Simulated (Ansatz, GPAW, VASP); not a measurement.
TiTe: programs and potentials compared

```
CELL_PARAMETERS angstrom
0.00000 3.05007 3.05007
3.05007 0.00000 3.05007
3.05007 3.05007 0.00000
ATOMIC_POSITIONS crystal
Ti 0.50000 0.50000 0.50000
Te 0.00000 0.00000 0.00000
```

The cell comes from a database or a generator and needn't be the stable form of this composition.

Alike in all runs: task single point; functional r2SCAN; k mesh 8 × 8 × 8; occupations fermi-dirac, width 0.05 eV; no spin polarisation; hubbard terms Ti d U = 6 eV; no spin-orbit coupling. A missing gap at this level doesn't show that the real crystal is a metal. Pressure is positive in compression and, in plane waves, holds the error of the finite cutoff, which Ansatz's Pulay term estimates and takes out.

| program and potentials | plane-wave cutoff (eV) | notes | band gap (eV) | pressure (GPa) |
| --- | --- | --- | --- | --- |
| Ansatz, Ansatz PAW | 500 | potentials made for PBE, which Ansatz adapts in part; 14 valence electrons an atom on average; Pulay term of +0.05 GPa included | no gap | -6.34 |
| GPAW, GPAW PAW data sets (gpaw-data 1.2.1) | 600 | potentials made for PBE; 9 valence electrons an atom on average | no gap | -9.62 |
| VASP, PBE PAW files Te, Ti_sv, 520 eV | 520 | potentials made for PBE; 9 valence electrons an atom on average | no gap | -8.71 |

None finds a gap. The pressure spans -9.62 (GPAW, GPAW PAW data sets (gpaw-data 1.2.1)) to -6.34 GPa (Ansatz, Ansatz PAW).

Differences between rows come from potentials, basis sets and numerical settings, since the functional is the same but for its coding. Runs on potential files found faulty are left out.
